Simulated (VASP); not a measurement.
# Mo (Im-3m) in VASP: a series of runs

Runs on Mo. Level: PBE. Tasks: relaxation of cell and atoms, single point.

Everything below comes from runs of VASP 6.6.1. Logs are shortened: lines on timing, memory, paths and dates and some standing lists are left out, and cuts for length are marked.

## 1. The crystal as given

It takes space group Im-3m (No. 229, cubic). The conventional cell has a = 3.168 Å, b = 3.168 Å, c = 3.168 Å, α = 90.00°, β = 90.00°, γ = 90.00°. Around Mo (site symmetry m-3m) lie 8 Mo at 2.74 Å.

## 2. Relaxation of cell and atoms, PBE, target pressure 30 GPa, at which the enthalpy is minimised

Input file INCAR:

```
SYSTEM = Mo
PREC = Accurate ; ENCUT = 600
EDIFF = 1E-7 ; ISMEAR = -1
SIGMA = 0.05 ; LREAL = .False.
LASPH = .True. ; NELM = 80
ALGO = Normal ; ISIF = 3
LWAVE = .False. ; LCHARG = .False.
GGA = PE ; IBRION = 2
NSW = 40 ; EDIFFG = -0.01
PSTRESS = 300
```

Input file KPOINTS:

```
Automatic mesh
0
Gamma
  12 12 12
  0 0 0
```

Input file POSCAR:

```
Mo
1.0
   -1.5838089719      1.5838089719      1.5838089719
    1.5838089719     -1.5838089719      1.5838089719
    1.5838089719      1.5838089719     -1.5838089719
Mo
1
Direct
    0.0000000000      0.0000000000      0.0000000000
```

Potentials or basis: VASP PAW PBE potentials, release 64 (Mo_sv).

Launch:

```bash
cat potpaw_PBE.64/Mo_sv/POTCAR > POTCAR
mpirun -np 1 vasp_std > vasp.out
```

OUTCAR:

```text
SYSTEM = Mo
   PREC = Accurate
   ENCUT = 600
   EDIFF = 1E-7
   ISMEAR = -1
   LREAL = .False.
   LASPH = .True.
   NELM = 80
   ISIF = 3
   GGA = PE
   IBRION = 2
   NSW = 40
   EDIFFG = -0.01
   PSTRESS = 300

 ion  position               nearest neighbor table
   1  0.000  0.000  0.000-

  LATTYP: Found a body centered cubic cell.
 ALAT       =     3.1676179438

  Lattice vectors:

 A1 = (  -1.5838089719,   1.5838089719,   1.5838089719)
 A2 = (   1.5838089719,  -1.5838089719,   1.5838089719)
 A3 = (   1.5838089719,   1.5838089719,  -1.5838089719)

Analysis of symmetry for initial positions (statically):
=====================================================================
 Subroutine PRICEL returns:
 Original cell was already a primitive cell.

 Routine SETGRP: Setting up the symmetry group for a
 body centered cubic supercell.

 Subroutine GETGRP returns: Found 48 space group operations
 (whereof 48 operations were pure point group operations)
 out of a pool of 48 trial point group operations.

The static configuration has the point symmetry O_h .

Analysis of symmetry for dynamics (positions and initial velocities):
=====================================================================
 Subroutine PRICEL returns:
 Original cell was already a primitive cell.

 Routine SETGRP: Setting up the symmetry group for a
 body centered cubic supercell.

 Subroutine GETGRP returns: Found 48 space group operations
 (whereof 48 operations were pure point group operations)
 out of a pool of 48 trial point group operations.

The dynamic configuration has the point symmetry O_h .

 Subroutine INISYM returns: Found 48 space group operations
 (whereof 48 operations are pure point group operations),
 and found     1 'primitive' translations

----------------------------------------------------------------------------------------

                                     Primitive cell

  volume of cell :      15.8916

  direct lattice vectors                    reciprocal lattice vectors
    -1.583808972  1.583808972  1.583808972     0.000000000  0.315694638  0.315694638
     1.583808972 -1.583808972  1.583808972     0.315694638  0.000000000  0.315694638
     1.583808972  1.583808972 -1.583808972     0.315694638  0.315694638  0.000000000

  length of vectors
     2.743237609  2.743237609  2.743237609     0.446459639  0.446459639  0.446459639

  position of ions in fractional coordinates (direct lattice)
     0.000000000  0.000000000  0.000000000

  ion indices of the primitive-cell ions
   primitive index   ion index
                 1           1

----------------------------------------------------------------------------------------

 KPOINTS: Automatic mesh

Automatic generation of k-mesh.
 Grid dimensions read from file:
 generate k-points for:   12   12   12

 Generating k-lattice:

  Cartesian coordinates                     Fractional coordinates (reciprocal lattice)
     0.000000000  0.026307886  0.026307886     0.083333333  0.000000000  0.000000000
     0.026307886  0.000000000  0.026307886     0.000000000  0.083333333  0.000000000
     0.026307886  0.026307886  0.000000000     0.000000000  0.000000000  0.083333333

  Length of vectors
     0.037204970  0.037204970  0.037204970

  Shift w.r.t. Gamma in fractional coordinates (k-lattice)
     0.000000000  0.000000000  0.000000000

 Subroutine IBZKPT returns following result:
 ===========================================

 Found     72 irreducible k-points:

 Following reciprocal coordinates:
            Coordinates               Weight
  0.000000  0.000000  0.000000      1.000000
  0.083333  0.000000  0.000000     12.000000
  0.166667  0.000000  0.000000     12.000000
  0.250000  0.000000  0.000000     12.000000
  0.333333  0.000000  0.000000     12.000000
  0.416667  0.000000  0.000000     12.000000
[... 16 lines left out ...]
  0.333333  0.083333  0.083333     24.000000
  0.416667  0.083333  0.083333     12.000000
 [... further k-points ...]
   k-points           NKPTS =     72   k-points in BZ     NKDIM =     72   number of bands    NBANDS=     11
   number of dos      NEDOS =    301   number of ions     NIONS =      1
   total plane-waves  NPLWV =  13824
   dimension x,y,z NGX =    24 NGY =   24 NGZ =   24
   dimension x,y,z NGXF=    48 NGYF=   48 NGZF=   48
   ions per type =               1
   NGX,Y,Z   is equivalent  to a cutoff of  14.54, 14.54, 14.54 a.u.
   NGXF,Y,Z  is equivalent  to a cutoff of  29.09, 29.09, 29.09 a.u.
 SYSTEM =  Mo
   PREC   = accura    normal or accurate (medium, high low for compatibility)
   ISTART =      0    job   : 0-new  1-cont  2-samecut
   ICHARG =      2    charge: 1-file 2-atom 10-const
   ISPIN  =      1    spin polarized calculation?
   LNONCOLLINEAR =      F non collinear calculations
   LSORBIT =      F    spin-orbit coupling
   LASPH  =      T    aspherical Exc in radial PAW
   ENCUT  =  600.0 eV  44.10 Ry    6.64 a.u.   5.48  5.48  5.48*2*pi/ulx,y,z
   NELM   =     80;   NELMIN=  2; NELMDL= -5     # of ELM steps
   EDIFF  = 0.1E-06   stopping-criterion for ELM
   LREAL  =      F    real-space projection
   EDIFFG = -.1E-01   stopping-criterion for IOM
   NSW    =     40    number of steps for IOM
   IBRION =      2    ionic relax: 0-MD 1-quasi-New 2-CG
   NFREE  =      1    steps in history (QN), initial steepest desc. (CG)
   ISIF   =      3    stress and relaxation
   ISYM   =      2    0-nonsym 1-usesym 2-fastsym
   POTIM  = 0.5000    time-step for ionic-motion
   TEBEG  =    0.0;   TEEND  =   0.0 temperature during run
   PSTRESS=  300.0 pullay stress
   NELECT =      14.0000    total number of electrons
   NUPDOWN=      -1.0000    fix difference up-down
   EMIN   =  10.00;   EMAX   =-10.00  energy-range for DOS
   EFERMI =   0.00;   METHOD = LEGACY
   ISMEAR =    -1;   SIGMA  =   0.05  broadening in eV -4-tet -1-fermi 0-gaus
   EFERMI_NEDOS =   21; number of points for ismear=-14 and -15
   IALGO  =     38    algorithm
   IMIX   =      4    mixing-type and parameters
     AMIX     =   0.40;   BMIX     =  1.00
     AMIX_MAG =   1.60;   BMIX_MAG =  1.00
  volume/ion in A,a.u.               =      15.89       107.24
  Fermi-wavevector in a.u.,A,eV,Ry     =   1.569380  2.965698 33.510508  2.462953
  Thomas-Fermi vector in A             =   2.671271
   LORBIT       =      0    0 simple, 1 ext, 2 COOP (PROOUT), +10 PAW based schemes
   GGA     = PE    functional components
   LHFCALC =     F    Hartree Fock is set to
   AEXX    =    0.0000 exact exchange contribution
   IVDW    =     0    specifies the selected vdW correction
   LEPSILON=     F    determine dielectric tensor
   LRPA    =     F    only Hartree local field effects (RPA)
 conjugate gradient relaxation of ions
 non-spin polarized calculation
  energy-cutoff  :      600.00
  volume of cell :       15.89
 maximum number of plane-waves:       555
 NGX is ok and might be reduce to    24
   NGX = 11   NGY = 11   NGZ = 11

--------------------------------------- Ionic step        1  -------------------------------------------

 number of electron      14.0000002 magnetization

 Free energy of the ion-electron system (eV)
  ---------------------------------------------------
  ext. energy  EPLUGINS =         0.00000000
  ---------------------------------------------------
  free energy    TOTEN  =       -10.95129809 eV

  energy without entropy =      -10.94873641  energy(sigma->0) =      -10.95001725

------------------------ aborting loop because EDIFF is reached ----------------------------------------

  FORCE on cell =-STRESS in cart. coord.  units (eV):
  Direction    XX          YY          ZZ          XY          YZ          ZX
  --------------------------------------------------------------------------------------
  -------------------------------------------------------------------------------------
  Total       -0.1443389     -0.1443389     -0.1443389      0.0000000      0.0000000     -0.0000000
  in kB      -14.5520932    -14.5520932    -14.5520932      0.0000000      0.0000000     -0.0000000
  external PRESSURE =    -314.5520932 kB  Pullay stress =     300.0000000 kB
[... 133 lines left out ...]
  enthalpy is  TOTEN    =        -8.1347041129 eV   P V=        2.7098390143

--------------------------------------- Ionic step        5  -------------------------------------------

 number of electron      14.0000000 magnetization

 Free energy of the ion-electron system (eV)
  ---------------------------------------------------
  ext. energy  EPLUGINS =         0.00000000
  ---------------------------------------------------
  free energy    TOTEN  =       -10.83013755 eV

  energy without entropy =      -10.82820899  energy(sigma->0) =      -10.82917327

 E-fermi :  13.9134     XC(G=0): -13.8634

 val. band max:       13.7697431661   @ k =  -0.1667   0.2500   0.0833
 cond. band min:      13.9622400756   @ k =  -0.3333   0.3333   0.2500
 fundamental gap:      0.1924969095
 Fermi energy:        13.9134463681

 k-point     1 :       0.0000    0.0000    0.0000
  band No.  band energies     occupation
      1     -47.3461      2.00000
      2     -20.3940      2.00000
      3     -20.3940      2.00000
      4     -20.3940      2.00000
      5       6.4847      2.00000
      6      12.4322      2.00000
      7      12.4322      2.00000
      8      12.4322      2.00000
      9      15.7759      0.00000
     10      15.7759      0.00000
     11      28.9115      0.00000
[... 309 lines left out ...]
 k-point    24 :       0.4167    0.0833    0.0833
  band No.  band energies     occupation
      1     -46.9703      2.00000
      2     -22.0863      2.00000
      3     -21.0535      2.00000
      4     -20.5364      2.00000
      5       8.7776      2.00000
      6      10.1659      2.00000
      7      14.5113      0.00001
      8      16.0402      0.00000
      9      16.5959      0.00000
     10      21.0581      0.00000
     11      26.2339      0.00000

 [... further k-points ...]

------------------------ aborting loop because EDIFF is reached ----------------------------------------

  FORCE on cell =-STRESS in cart. coord.  units (eV):
  Direction    XX          YY          ZZ          XY          YZ          ZX
  --------------------------------------------------------------------------------------
  -------------------------------------------------------------------------------------
  Total        2.6966057      2.6966057      2.6966057     -0.0000000     -0.0000000      0.0000000
  in kB      300.1885189    300.1885189    300.1885189     -0.0000000     -0.0000000      0.0000000
  external PRESSURE =       0.1885189 kB  Pullay stress =     300.0000000 kB
[... 16 lines left out ...]
  FREE ENERGIE OF THE ION-ELECTRON SYSTEM (eV)
  ---------------------------------------------------
  free  energy   TOTEN  =       -10.8301375487 eV

  energy  without entropy=      -10.8282089945  energy(sigma->0) =      -10.82917327

  enthalpy is  TOTEN    =        -8.1352252774 eV   P V=        2.6949122712

 reached required accuracy - stopping structural energy minimisation
```

Run time: 31 s. Hardware: 1 thread of Intel Xeon Platinum 8488C (Sapphire Rapids), shared host; peak memory 0.16 GiB.

Results:

```yaml
Free_energy: -10.8301 eV
Relaxed_volume: 14.39 Å³/atom
Relaxed_cell: a = 2.654 Å, b = 2.654 Å, c = 2.654 Å, α = 109.47°, β = 109.47°, γ = 109.47°
Space_group_after_relaxing_to_0.05_Å: Im-3m (No. 229)
Energy_change_on_relaxing_the_enthalpy_is_what_falls: +121.2 meV/atom
Ionic_steps: 5
Pressure_after_relaxing: 30.0 GPa
Band_gap_on_the_k_mesh: none (metal or under the smearing width)
```

The path:
| step | energy change (eV) | largest force (eV/Å) | pressure (GPa) | volume (Å³) |
| --- | --- | --- | --- | --- |
| 1 | 0.0000 | 0.0000 | -1.46 | 15.89 |
| 2 | 4.2234 | 0.0000 | 331.24 | 9.74 |
| 3 | 0.0787 | 0.0000 | 23.49 | 14.65 |
| 4 | 0.1068 | 0.0000 | 27.92 | 14.47 |
| 5 | 0.1212 | 0.0000 | 30.02 | 14.39 |

Final structure:
```
CELL_PARAMETERS angstrom
-1.53235 1.53235 1.53235
1.53235 -1.53235 1.53235
1.53235 1.53235 -1.53235
ATOMIC_POSITIONS crystal
Mo 0.00000 0.00000 0.00000
```

Caveat: the cell is relaxed towards a set pressure, so the enthalpy falls and the energy may rise.

## 3. Single point, PBE (grid = ENCUT=400 dk=0.9 cell=2x2x1 ISMEAR=1 SIGMA=0.1 LREAL=Auto EDIFF=1e-06)

Input file INCAR:

```
ALGO = Fast
EDIFF = 1E-6
ENCUT = 400
GGA = PE
ISIF = 2
ISMEAR = 1
LASPH = T
LCHARG = F
LREAL = Auto
LWAVE = F
NBANDS = 29
NELM = 120
PREC = Accurate
SIGMA = 0.1
```

Input file KPOINTS:

```
k-points
0
Gamma
  4 4 4
```

Input file POSCAR:

```
Mo
1.0
   -3.1676179438      3.1676179438      3.1676179438
    3.1676179438     -3.1676179438      3.1676179438
    1.5838089719      1.5838089719     -1.5838089719
Mo
3
Direct
    0.0000000000      0.5000000000      0.0000000000
    0.5000000000      0.0000000000      0.0000000000
    0.5000000000      0.5000000000      0.0000000000
```

Potentials or basis: VASP PAW PBE potentials, release 64 (Mo_sv).

Launch:

```bash
cat potpaw_PBE.64/Mo_sv/POTCAR > POTCAR
mpirun -np 1 vasp_std > vasp.out
```

OUTCAR:

```text
EDIFF = 1E-6
   ENCUT = 400
   GGA = PE
   ISIF = 2
   ISMEAR = 1
   LASPH = T
   LREAL = Auto
   NELM = 120
   PREC = Accurate

 Found     13 irreducible k-points:

 Following reciprocal coordinates:
            Coordinates               Weight
  0.000000  0.000000  0.000000      1.000000
  0.250000  0.000000  0.000000      6.000000
  0.500000  0.000000  0.000000      3.000000
[... 273 lines left out ...]

  FORCE on cell =-STRESS in cart. coord.  units (eV):
  Direction    XX          YY          ZZ          XY          YZ          ZX
  --------------------------------------------------------------------------------------
  -------------------------------------------------------------------------------------
  Total       -6.1684545     -6.1684545     -6.1684545      0.7738286     -0.7738286     -0.7738286
  in kB     -155.4742855   -155.4742855   -155.4742855     19.5041470    -19.5041470    -19.5041470
  external PRESSURE =    -155.4742855 kB  Pullay stress =       0.0000000 kB

 VOLUME and BASIS-vectors are now :
 -----------------------------------------------------------------------------
  energy-cutoff  :      400.00
  volume of cell :       63.57
      direct lattice vectors                 reciprocal lattice vectors
    -3.167617944  3.167617944  3.167617944     0.000000000  0.157847319  0.157847319
     3.167617944 -3.167617944  3.167617944     0.157847319  0.000000000  0.157847319
     1.583808972  1.583808972 -1.583808972     0.315694638  0.315694638  0.000000000

 POSITION                                       TOTAL-FORCE (eV/Angst)
 -----------------------------------------------------------------------------------
      1.58381     -1.58381      1.58381        -0.000000      0.000000      0.000000
     -1.58381      1.58381      1.58381         0.000000     -0.000000     -0.000000
      0.00000      0.00000      3.16762         0.000000     -0.000000      0.000000
 -----------------------------------------------------------------------------------
    total drift:                               -0.000000     -0.000000      0.000000

  FREE ENERGIE OF THE ION-ELECTRON SYSTEM (eV)
  ---------------------------------------------------
  free  energy   TOTEN  =       -29.5122143275 eV

  energy  without entropy=      -29.5090535383  energy(sigma->0) =      -29.51116073
```

stdout:

```text
POSCAR found type information on POSCAR Mo
 POSCAR found :  1 types and       3 ions
 scaLAPACK will be used
 -----------------------------------------------------------------------------
|                                                                             |
|                                                                             |
|     You have a (more or less) 'small supercell' and for smaller cells       |
|     it is recommended to use the reciprocal-space projection scheme!        |
|     The real-space optimization is not efficient for small cells and it     |
|     is also less accurate ...                                               |
|     Therefore, set LREAL=.FALSE. in the INCAR file.                         |
|                                                                             |
 -----------------------------------------------------------------------------

 LDA part: xc-table for (Slater+PW92), standard interpolation
 POSCAR, INCAR and KPOINTS ok, starting setup
 FFT: planning ... GRIDC
 FFT: planning ... GRID_SOFT
 FFT: planning ... GRID
 WAVECAR not read
 entering main loop
```

It took 18 s on 1 thread of Intel Xeon Platinum 8488C (Sapphire Rapids), shared host; peak memory 0.16 GiB.

The run converged, but some of its settings lie outside the range that counts as converged, so its numbers aren't taken as properties of the crystal.

Results:

```
Free energy            : -29.5122 eV
Pressure               : -15.5 GPa
Band gap on the k mesh : none (metal or under the smearing width)
```

Caveat: the k mesh is coarse (spacing up to 0.70 Å⁻¹), so the values aren't converged.

## 4. Single point, PBE (grid = ENCUT=400 dk=0.6 cell=2x2x1 ISMEAR=1 SIGMA=0.1 LREAL=Auto EDIFF=1e-06)

INCAR is that of step 3.

Input file KPOINTS:

```
k-points
0
Gamma
  5 5 5
```

POSCAR is that of step 3.

Launch:

```bash
cat potpaw_PBE.64/Mo_sv/POTCAR > POTCAR
mpirun -np 1 vasp_std > vasp.out
```

Run time: 26 s. Hardware: 1 thread of Intel Xeon Platinum 8488C (Sapphire Rapids), shared host; peak memory 0.16 GiB.

These settings aren't checked as converged: the numbers below hold their error.

What came out:

- Free energy: -29.6271 eV
- Pressure: -16.5 GPa
- Band gap on the k mesh: none (metal or under the smearing width)

Caveat: the k mesh is coarse (spacing up to 0.56 Å⁻¹), so the values aren't converged.

## 5. Single point, PBE (grid = ENCUT=280 dk=0.35 cell=2x2x1 ISMEAR=1 SIGMA=0.1 LREAL=Auto EDIFF=1e-06)

INCAR, as its differences from that of step 4:

```diff
@@ -2,3 +2,3 @@
 EDIFF = 1E-6
-ENCUT = 400
+ENCUT = 280
 GGA = PE
```

Input file KPOINTS:

```
k-points
0
Gamma
  9 9 9
```

POSCAR is that of step 4.

Launch:

```bash
cat potpaw_PBE.64/Mo_sv/POTCAR > POTCAR
mpirun -np 1 vasp_std > vasp.out
```

Run time: 79 s. Hardware: 1 thread of Intel Xeon Platinum 8488C (Sapphire Rapids), shared host; peak memory 0.16 GiB.

The run converged, but some of its settings lie outside the range that counts as converged, so its numbers aren't taken as properties of the crystal.

What came out:

```
Free energy            : -29.6193 eV
Band gap on the k mesh : none (metal or under the smearing width)
```

Caveat: the cutoff is under 1.25 times the usual one of these potentials, so pressure, stress and relaxed cells hold a basis-set (Pulay) error.

## 6. The reference run

An earlier run on the cell as given: functional PBE; potentials or basis VASP PAW PBE potentials, release 64 (Mo_sv); cutoff 520 eV; k mesh 12 × 12 × 12; occupations fermi-dirac, width 0.05 eV; no spin polarisation.

- Pressure: -1.4 GPa
- Band gap on the k mesh: none (metal or under the smearing width)
